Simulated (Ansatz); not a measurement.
Cu: pressure against volume

Cu, I4/mmm, a = 2.890 Å, c = 2.720 Å. This isn't the element's structure at ambient conditions. Ansatz: PBEsol, PAW, 420 eV, Γ-centred 20×20×20 mesh on 1 atom, Gaussian smearing 0.10 eV; no spin polarisation. Shape and atoms are relaxed at each volume; pressure is positive in compression.

| V (Å³/atom) | P (GPa) |
| --- | --- |
| 10.679 | 11.92 |
| 11.020 | 5.46 |
| 11.360 | 0.01 |
| 11.701 | -4.53 |
| 12.042 | ? |

Q: Take V0 = 11.360 Å³/atom, count pressures from its P0 = 0.01 GPa, fit the third-order Birch–Murnaghan form to the other rows, and predict the missing pressure.

A: With the Eulerian strain f = ½[(V0/V)^(2/3) − 1] and y = (P − P0)/[3f(1 + 2f)^(5/2)], the form is the line y = B0 + 1.5 B0 (B0′ − 4) f. Rows (f, y): 0.02104, 170.2; 0.01023, 168.8; -0.00976, 162.9. Means f = 0.007170, y = 167.30; Σ(Δf)² = 0.0004884, ΣΔfΔy = 0.1193; the slope is their ratio. y = 165.5 + 244.3 f GPa, so B0 = 165.5 GPa and B0′ = 4 + 2 × (244.3)/(3 × 165.5) = 4.98. At V = 12.042, f = -0.01906, y = 160.84 and P = -8.34 GPa. The run gave -8.33 GPa, so the fit is 0.01 GPa too low, within the rms miss on the fitted rows (0.02 GPa). The form still works here, 33 % of the fitted range beyond its end.